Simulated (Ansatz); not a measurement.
**ZnF2: from supercell energies to defect levels (F interstitial)**

These are results of Ansatz 0.2.0, DFT PBE, scalar-relativistic, plane waves, PAW, not measurements. Run with 420 eV cutoff, 2×2×2 k-mesh, shifted by half a step, Gaussian smearing of 0.01 eV, collinear spin in charge 0 alone.

Host crystal, relaxed:

```yaml
crystal:
  lattice:
    - [4.79987, 0.00000, 0.00000]
    - [0.00000, 4.79987, 0.00000]
    - [0.00000, 0.00000, 3.17548]
  atoms:
    - { symbol: Zn, position: [0.50000, 0.50000, 0.50000] }
    - { symbol: Zn, position: [0.00000, 0.00000, 0.00000] }
    - { symbol: F, position: [0.69562, 0.69562, 0.00000] }
    - { symbol: F, position: [0.80438, 0.19562, 0.50000] }
    - { symbol: F, position: [0.30438, 0.30438, 0.00000] }
    - { symbol: F, position: [0.19562, 0.80438, 0.50000] }
```

The F interstitial was set at (0.000, 0.500, 0.250) of the host cell, in a supercell of 48 sites (585 Å³), relaxed at fixed cell in each charge q. In charge -1 some atom moved by up to 0.5 Å, so the relaxed defect can differ in kind from the start: near the site, 4 F at 1.91 Å became 4 Zn at 2.32 Å, 4 F at 2.42 Å (charge -1). The host's Kohn–Sham gap is 3.52 eV and its static dielectric constant 8.6 (mean). For each charge: the supercell's free energy over the neutral one with q electrons exchanged at the valence band top, F(q) − F(0) + qE_v; the image-charge term; and the term that aligns the potential far from the defect with the host's.

```
 q F(q) − F(0) + qE_v (eV) image charge (eV) alignment (eV)
 0                    0.000              0.000           0.000
-1                    0.131              0.291          -0.200
```

Question: Add the terms and find the levels between neighbouring charges, ε(q/q′) = [A(q′) − A(q)]/(q − q′), with and without the two corrections.

Answer: A(q): 0.000 eV for 0, 0.222 eV for -1.
| level | corrected (eV over E_v) | uncorrected (eV) |
| --- | --- | --- |
| (0/-1) | 0.22 | 0.13 |

As a check, a point charge in a simple cubic cell of this volume has q²αe²/(2εL) = 0.284 q² eV (e² = 14.40 eV Å, α = 2.837, L = 8.36 Å); the shape of the real cell and the anisotropy of ε can change it somewhat. The term grows as q², so it pushes donor levels down and acceptor levels up.

Question: Which of these charges is lowest with the Fermi level at the valence band top, at mid-gap and at the conduction band bottom?

Answer: The line A(q) + qE_F that lies lowest gives the charge: 0 at E_F = 0.00 eV, -1 at E_F = 1.76 eV, -1 at E_F = 3.52 eV. In charge 0 the cell has partly filled levels, from a carrier spread over the host's bands, a defect level that the small cell broadens into a band, or a degenerate defect level that the symmetric start can't split, so the levels beside it are doubtful. Charges beyond those computed could lie lower near the band edges.

Question: The neutral defect forms at 1.83 eV with atoms taken from and returned to the elements. What are the formation energies at those three Fermi levels, and what share of sites would hold the defect at 1200 K with E_F at mid-gap, if the host still stood at that temperature?

Answer: E_f = E_f(0) + A(q) + qE_F = 1.83, 0.29, -1.47 eV. With E_f this low the dilute formula fails: the defect would form in large numbers and pin the Fermi level, or these chemical potentials lie outside the host's range of stability. This is the F-rich limit; a poorer supply of F, or a competing compound of it, raises E_f. The small cell and the narrow Kohn–Sham gap leave errors of tenths of an eV or more.